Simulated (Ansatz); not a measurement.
**TaN (P-6m2): equation of state with a fit, by script**

Where is the equilibrium volume of TaN (P-6m2), and how stiff is it? Wanted for TaN (P-6m2): an equation of state with a fit.

Program: Ansatz 0.2.0, driven from Python. Level of theory: DFT RPBE, plane waves, norm-conserving potentials. These are calculated values, not measurements.

## (1) The structure

Symmetry: P-6m2, No. 187, hexagonal system. The conventional cell has a = 2.938 Å, b = 2.938 Å, c = 2.883 Å, α = 90.00°, β = 90.00°, γ = 120.00°. Ta (site symmetry -6m2) has 6 N at 2.23 Å as nearest neighbours. Around N (site symmetry -6m2) lie 6 Ta at 2.23 Å.

No structure file is read: the coordinates are typed or built in the script.

## (2) The script

Contents of eos_tan.py:

```python
"""Equation of state of TaN."""

import ansatz as az
import numpy as np

VECTORS = np.array([
    [2.938, 0.0, 0.0],
    [-1.469, 2.5444, 0.0],
    [0.0, 0.0, 2.883],
])
SITES = [
    ("Ta", [1 / 3, 2 / 3, 0.5]),
    ("N", [0.0, 0.0, 0.0]),
]


def crystal_on(cell):
    crystal = az.Crystal(lattice=az.Lattice.of(cell))
    for symbol, position in SITES:
        crystal = crystal.atom(symbol, position)
    return crystal

# scale the volume, keep shape and fractions
volumes, energies, pressures = [], [], []
for scale in np.linspace(0.9, 1.1, 9):
    cell = VECTORS * scale ** (1 / 3)
    job = (
        crystal_on(cell).calculation()
        .functional("rpbe")
        .pseudopotentials("nc")
        .accuracy("medium")
        .occupations(az.OccupationsMethod.FERMI_DIRAC, width=0.15)
        .scf(tolerance=1e-07)
        .kpoints(9, 9, 8)
        .stress()
    )
    summary = job.run().report
    volumes.append(abs(np.linalg.det(cell)) / len(SITES))
    energies.append(summary["free_energy_ev"] / len(SITES))
    pressures.append(np.trace(summary["stress_gpa"]) / 3)
    print(f"V = {volumes[-1]:8.4f} A^3/atom  F = {energies[-1]:.5f} eV/atom  P = {pressures[-1]:8.3f} GPa")

# third-order Birch-Murnaghan: a cubic in V^(-2/3)
x = np.array(volumes) ** (-2 / 3)
poly = np.polynomial.Polynomial.fit(x, energies, 3).convert()
roots = poly.deriv().roots()
x0 = min((r.real for r in roots if abs(r.imag) < 1e-9 and poly.deriv(2)(r.real) > 0), key=lambda r: abs(r - x.mean()))
v0 = x0 ** -1.5
b0 = 4 / 9 * poly.deriv(2)(x0) * v0 ** (-7 / 3) * 160.21766
b1 = 4 + 2 / 3 * x0 * poly.deriv(3)(x0) / poly.deriv(2)(x0)
print(f"V0 = {v0:.4f} A^3/atom, B0 = {b0:.1f} GPa, dB/dP = {b1:.2f}")
```

## (3) The calls as engine input

The engine receives this input (first run):

```yaml
crystal:
  lattice:
    - [2.8366078119713403, 0.0, 0.0]
    - [-1.4183039059856701, 2.456591190190564, 0.0]
    - [0.0, 0.0, 2.7835058958180303]
  atoms:
    - { symbol: Ta, position: [0.3333333333333333, 0.6666666666666666, 0.5] }
    - { symbol: "N", position: [0.0, 0.0, 0.0] }
accuracy: medium
kpoints:
  mp_grid:
    grid: [9, 9, 8]
hamiltonian:
  xc: rpbe
  pseudopotentials:
    kind: nc
scf:
  convergence:
    dr2_threshold: 1.0e-07
  occupations:
    method: fermi_dirac
    width: 0.15
output:
  stress: true
```

## (4) The run

Started as:

```sh
$ python eos_tan.py
```

**Question.** Where does the minimum lie against the volume typed, and how stiff is the crystal?

The runs gave:

| quantity | value |
| --- | --- |
| runs compared | 9 |
| range of energy | 213.16 meV/atom |
| lowest point, volume (Å³/atom) | 11.045 |
| equilibrium volume (fit) | 11.06 Å³/atom |
| bulk modulus (fit) | 323 GPa |

A third-order Birch-Murnaghan fit through the 9 points has its minimum at 11.06 Å³ an atom, 2.6 % above the typed cell, with a bulk modulus of 323 GPa and dB/dP = 4.3. From that minimum the energy rises by 213.2 meV an atom on the compressed side and 50.9 meV on the expanded side. Caveats:
- The run is spin-unpolarised.
- Shape and fractional positions are held along the curve, so the bulk modulus is an upper value where they are free to relax.
- Such functionals run on norm-conserving files made under PBE, which can move pressures by some GPa.
- The mesh is modest for a metal, so energies can be off by several to tens of meV an atom and pressures by half a GPa or more; differences at equal mesh fare better.
- Pressure is positive in compression.
- Spin-orbit coupling, which matters for elements this heavy, is left out.
- At these settings the cell as given stands under about 9 GPa, so it isn't at this functional's equilibrium volume.
